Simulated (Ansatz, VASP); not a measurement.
# V in VASP and in Ansatz

File POSCAR:

```
V
1.0
   -1.5041862709      1.5041862709      1.5041862709
    1.5041862709     -1.5041862709      1.5041862709
    1.5041862709      1.5041862709     -1.5041862709
V
1
Direct
    0.0000000000      0.0000000000      0.0000000000
```

The input INCAR.step1:

```
  ALGO = Normal
  EDIFF = 1E-4
  ENCUT = 520
  GGA = PE
  ISMEAR = -1
  ISPIN = 2
  LASPH = T
  LCHARG = F
  LMAXMIX = 4
  LREAL = F
  LWAVE = T
  MAGMOM = 2
  NBANDS = 16
  NELM = 150
  PREC = Accurate
  SIGMA = 0.05
```

File INCAR.step2:

```
  ALGO = Normal
  EDIFF = 1E-7
  ENCUT = 520
  ISIF = 2
  ISMEAR = -1
  ISPIN = 2
  ISTART = 1
  LASPH = T
  LCHARG = T
  LELF = T
  LMAXMIX = 4
  LMIXTAU = T
  LORBIT = 11
  LREAL = F
  LVHAR = T
  LWAVE = F
  MAGMOM = 2
  METAGGA = R2SCAN
  NBANDS = 16
  NELM = 150
  PREC = Accurate
  SIGMA = 0.05
```

KPOINTS

```
k-points
0
Gamma
  12 12 12
```

input.yaml

```yaml
crystal:
  lattice:
    - [-1.5041862709, 1.5041862709, 1.5041862709]
    - [1.5041862709, -1.5041862709, 1.5041862709]
    - [1.5041862709, 1.5041862709, -1.5041862709]
  atoms:
    - { symbol: V, position: [0.0, 0.0, 0.0], spin: 2.0 }
hamiltonian:
  xc: r2scan
  pseudopotentials: { kind: paw }
magnetization:
  spin_polarized: true
kpoints:
  mp_grid: { grid: [12, 12, 12] }
scf:
  occupations: { method: fermi_dirac, width: 0.05 }
output:
  forces: true
  stress: true
  eigenvalues: true
  write_density: true
  write_potential: true
  elf: true
  volumetric_format: npy
```

Alike in both runs: task single point; functional r2SCAN; k mesh 12 × 12 × 12; occupations fermi-dirac, width 0.05 eV; collinear spin.

```csv
,VASP,Ansatz
version,VASP 6.6.1,Ansatz 0.2.0
potentials or method,"VASP PAW PBE potentials, release 64 (V_sv)",Ansatz PAW
plane-wave cutoff (eV),520,500
valence electrons in the cell,13,13
```

```csv
,VASP,Ansatz,Ansatz less VASP
gap on the k mesh at the Fermi level (eV),none,none,-
pressure (GPa),-4.1,-3.4,+0.71
net moment per atom (μB),0.00,0.52,+0.517
size of the moment on the site where the two differ most (μB),0.00,0.42,+0.418
```

The net moments differ so much that the two runs ended in different magnetic states, which moves the other rows too. Site moments also hang on the region over which each program counts them. A gap of «none» marks a metal or a gap that the smearing closes.

Caveats: the PAW data sets were made with another functional, which shifts forces and pressure a little (VASP); the magnetic or orbital state may not be the lowest (Ansatz); the PAW data sets come from PBE, with cores solved anew for the run's functional, which leaves a small shift of forces and pressure (Ansatz).
